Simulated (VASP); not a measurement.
PbF2: relaxation of cell and atoms with PBEsol

Crystal: PbF2.

```xyz
12
Lattice="6.4269 0.0000 0.0000 0.0000 3.8910 0.0000 0.0000 0.0000 7.6357" Properties=species:S:1:pos:R:3 pbc="T T T"
Pb    4.8587    2.9182    0.7865
Pb    1.5682    0.9727    6.8493
Pb    4.7816    0.9727    4.6044
Pb    1.6453    2.9182    3.0314
F     0.9126    2.9182    0.6490
F     5.5143    0.9727    6.9867
F     2.3008    0.9727    4.4669
F     4.1261    2.9182    3.1688
F     3.5412    2.9182    6.2155
F     2.8857    0.9727    1.4202
F     6.0991    0.9727    2.3976
F     0.3278    2.9182    5.2381
```

| Item | Value |
| --- | --- |
| Program | VASP 6.6.1 |
| Task | relaxation of cell and atoms |
| Functional | PBEsol |
| Potentials or basis | VASP PAW PBE potentials, release 64 (Pb_d, F) |
| Cutoff | 600 eV |
| k mesh | 4 × 8 × 4 |
| Occupations | gaussian, width 0.03 eV |
| Spin | no spin polarisation |
| Target pressure | 6.55 GPa |
| Further INCAR settings | ALGO = Normal; EDIFF = 1e-06; IBRION = 2; EDIFFG = -0.01; NSW = 90; ISIF = 3 |
| Target pressure | 6.55 GPa |

The relaxed volume is 14.32 Å³/atom. The relaxed cell is a = 6.119 Å, b = 3.756 Å, c = 7.478 Å, α = 90.00°, β = 90.00°, γ = 90.00°. The space group after relaxing (to 0.05 Å) is Pnma (No. 62), the energy change on relaxing (the enthalpy is what falls) is -6.5 meV/atom and the ionic steps are 24. The pressure after relaxing is 6.6 GPa, the largest force after relaxing is 0.005 eV/Å and the band gap on the k mesh is 3.89 eV, indirect (least direct gap 4.16 eV).

Forces on the atoms (eV/Å):
```
Pb  -0.004  0.000  0.001
Pb   0.004  0.000 -0.001
Pb   0.004  0.000  0.001
Pb  -0.004  0.000 -0.001
F    0.004  0.000  0.000
F   -0.004  0.000  0.000
F   -0.004  0.000  0.000
F    0.004  0.000  0.000
F   -0.005  0.000 -0.001
F    0.005  0.000  0.001
F    0.005  0.000 -0.001
F   -0.005  0.000  0.001
```

Stress tensor (GPa, compression positive):
```
6.60 0.00 0.00
0.00 6.59 0.00
0.00 0.00 6.52
```

Step by step:
| step | energy change (eV) | largest force (eV/Å) | pressure (GPa) | volume (Å³) |
| --- | --- | --- | --- | --- |
| 1 | 0.0000 | 0.4387 | -2.70 | 190.95 |
| 2 | 0.4654 | 0.5047 | 11.19 | 166.65 |
| 3 | 0.1512 | 0.4123 | 6.81 | 172.46 |
| 4 | 0.1061 | 0.3283 | 6.83 | 171.97 |
| 5 | 0.0612 | 0.2269 | 7.18 | 170.49 |
| 6 | 0.0718 | 0.2386 | 7.31 | 170.15 |
| 7 | -0.0542 | 0.1444 | 5.50 | 172.56 |
| 8 | -0.0607 | 0.1431 | 5.39 | 172.72 |
| 9 | -0.0304 | 0.1146 | 6.23 | 171.42 |
| 10 | 0.0029 | 0.1389 | 6.85 | 170.49 |
| 11 | -0.0190 | 0.0986 | 6.70 | 170.81 |
| 12 | -0.0548 | 0.0465 | 6.39 | 171.46 |
| 13 | -0.0598 | 0.0443 | 6.33 | 171.57 |
| 14 | -0.0291 | 0.0319 | 6.96 | 170.79 |
| 15 | -0.0367 | 0.0331 | 6.80 | 170.98 |
| 16 | -0.0517 | 0.0388 | 6.64 | 171.30 |
| 17 | -0.0646 | 0.0514 | 6.50 | 171.60 |
| 18 | -0.0671 | 0.0337 | 6.54 | 171.63 |
| 19 | -0.0703 | 0.0272 | 6.60 | 171.68 |
| 20 | -0.0701 | 0.0259 | 6.61 | 171.68 |
| 21 | -0.0837 | 0.0084 | 6.44 | 172.00 |
| 22 | -0.0824 | 0.0112 | 6.45 | 171.97 |
| 23 | -0.0725 | 0.0183 | 6.69 | 171.73 |
| 24 | -0.0775 | 0.0048 | 6.57 | 171.85 |

Final structure:
```
Pb F
1.0
     6.11885    0.00000    0.00000
     0.00000    3.75585    0.00000
     0.00000    0.00000    7.47784
Pb F
4 8
Direct
  0.74508 0.75000 0.11668
  0.25492 0.25000 0.88332
  0.75492 0.25000 0.61668
  0.24508 0.75000 0.38332
  0.14188 0.75000 0.06178
  0.85812 0.25000 0.93822
  0.35812 0.25000 0.56178
  0.64188 0.75000 0.43822
  0.53989 0.75000 0.82934
  0.46011 0.25000 0.17066
  0.96011 0.25000 0.32934
  0.03989 0.75000 0.67066
```

Levels at points of the mesh, in eV from the valence-band top:
```
           k point  band 54  band 55  band 56  band 57  band 58  band 59
(0.00, 0.00, 0.00)    -0.52    -0.35    -0.27     3.89     5.01     5.21
(0.50, 0.00, 0.00)    -1.20    -0.35    -0.35     4.15     4.15     5.32
(0.00, 0.50, 0.00)    -1.08    -0.12    -0.12     4.68     4.68     5.65
(0.50, 0.50, 0.00)    -0.64    -0.64    -0.64     4.77     4.77     4.77
(0.00, 0.00, 0.50)    -1.44    -0.21    -0.21     4.46     4.46     6.18
(0.50, 0.00, 0.50)    -0.83    -0.66    -0.66     4.60     4.60     4.66
(0.00, 0.50, 0.50)    -0.75    -0.15    -0.15     4.26     4.26     6.09
(0.50, 0.50, 0.50)    -0.55    -0.55    -0.55     4.69     4.69     4.69
```

Run time: 25 min on 4 MPI ranks on Intel(R) Xeon(R) 6975P-C (Granite Rapids), with other jobs on the host, peak memory 0.69 GiB a rank.

Caveat: the cell is relaxed towards a set pressure, so the enthalpy falls and the energy may rise; the PAW data sets were made with another functional, which shifts forces and pressure a little; spin-orbit coupling is left out, which as a rule narrows the gap of such compounds by several tenths of an eV. A k mesh can miss the band edges.
